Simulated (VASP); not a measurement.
Runs of VASP 6.6.1 on Si. Symmetry: P6/mmm, No. 191, hexagonal system. The conventional cell has a = 2.621 Å, b = 2.621 Å, c = 2.466 Å, α = 90.00°, β = 90.00°, γ = 120.00°. Si (site symmetry 6/mmm) has 8 Si at 2.47 to 2.62 Å as nearest neighbours. This isn't the form of Si at room conditions, which is diamond.

| task | level | potentials or basis | cell | k mesh | cutoff (eV) | gap on the mesh (eV) | pressure (GPa) | relaxed volume (Å³/atom) |
| --- | --- | --- | --- | --- | --- | --- | --- | --- |
| band structure | TPSS | VASP PAW PBE potentials, release 64 (Si) | as given | 12 × 12 × 11 | 520 | - | -0.2 | - |
| band structure | SCAN | VASP PAW PBE potentials, release 64 (Si) | as given | 12 × 12 × 11 | 520 | - | 0.0 | - |
| band structure | r2SCAN | VASP PAW PBE potentials, release 64 (Si) | as given | 12 × 12 × 11 | 520 | - | (b) | - |
| relaxation of cell and atoms | BLYP | VASP PAW PBE potentials, release 64 (Si) | relaxed | 12 × 12 × 11 | 600 | none | 0.0 | 16.37 |
| band structure | rSCAN | VASP PAW PBE potentials, release 64 (Si) | as given | 12 × 12 × 11 | 520 | - | 1.2 | - |
| relaxation of cell and atoms | AM05 | VASP PAW PBE potentials, release 64 (Si) | relaxed | 12 × 12 × 11 | 600 | none | -0.1 | 14.56 |
| relaxation of cell and atoms | optB88-vdW | VASP PAW PBE potentials, release 64 (Si) | relaxed | 12 × 12 × 11 | 600 | none | 0.0 | (a) |

Alike in all rows: no spin polarisation; smearing fermi-dirac 0.05 eV.

Q: Fill in the values left out.

A: (a) 15.51; (b) 1.7.

Caveats: the PAW data sets were made with another functional, which shifts forces and pressure a little.

A gap of «none» marks a metal or a gap under the smearing width.

Runs at the PBE level aren't shown here.
